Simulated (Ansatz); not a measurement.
HfC: which shells make which states

```
Hf C
1.0
     0.00000    2.52202    2.52202
     2.52202    0.00000    2.52202
     2.52202    2.52202    0.00000
Hf C
1 1
Direct
  0.00000 0.00000 0.00000
  0.25000 0.25000 0.25000
```

Atom numbers follow the list: Hf1, C2.

The structure comes from a relaxation in the same program, started in the zincblende type, and has space group F-43m. Whether it is a known phase or the ground state wasn't checked.

No spin–orbit coupling, which matters for the heavy atoms here.

Theory: DFT, PBE, all-electron LAPW, scalar-relativistic (Ansatz 0.2.0).

Numerical set-up: a Γ-centred 11×11×11 k mesh, Fermi–Dirac smearing of 0.08 eV, basis error target 1 meV/atom, no spin polarisation.

Weights are projections on a minimal set of Löwdin-orthogonalised atomic shells, summed over atoms of an element; the rest lies outside that basis, and weights on diffuse cation s shells are inflated where empty shells are missing from it. Energies are in eV from the valence-band top.

Points: W (-0.500, -0.250, 0.250), K (-0.375, 0.000, 0.375).

| state | character |
| --- | --- |
| W, -11.02 eV | Hf 4f 98 % |
| W, -11.00 eV | Hf 4f 100 % |
| W, -10.99 eV | Hf 4f 100 % |
| W, -10.98 eV (×3) | Hf 4f 100 % |
| W, -10.97 eV | Hf 4f 100 % |
| W, -8.33 eV | C 2s 65 %, Hf 5d 31 % |
| W, -2.81 eV | Hf 5d 51 %, C 2p 47 % |
| W, -1.96 eV | C 2p 69 %, Hf 6s 17 %, Hf 5d 13 % |
| W, 0.00 eV | ? |
| K, -11.03 eV | Hf 4f 98 % |
| K, -11.00 eV | Hf 4f 100 % |
| K, -10.99 eV | Hf 4f 100 % |
| K, -10.98 eV (×2) | Hf 4f 100 % |
| K, -10.97 eV (×2) | Hf 4f 100 % |
| K, -8.38 eV | ? |
| K, -3.33 eV | ? |
| K, -1.12 eV | ? |
| K, -0.56 eV | C 2p 70 %, Hf 5d 27 % |

Give the missing entry: row "K, -3.33 eV", column "character".

C 2p 48 %, Hf 5d 44 %, Hf 6s 6 %.

Give the missing entry: row "K, -8.38 eV", column "character".

C 2s 65 %, Hf 5d 29 %.

What belongs in the row "K, -1.12 eV", column "character"?

C 2p 74 %, Hf 5d 10 %, Hf 6s 9 %.

Give the missing entry: row "W, 0.00 eV", column "character".

C 2p 89 %, Hf 5d 5 %.
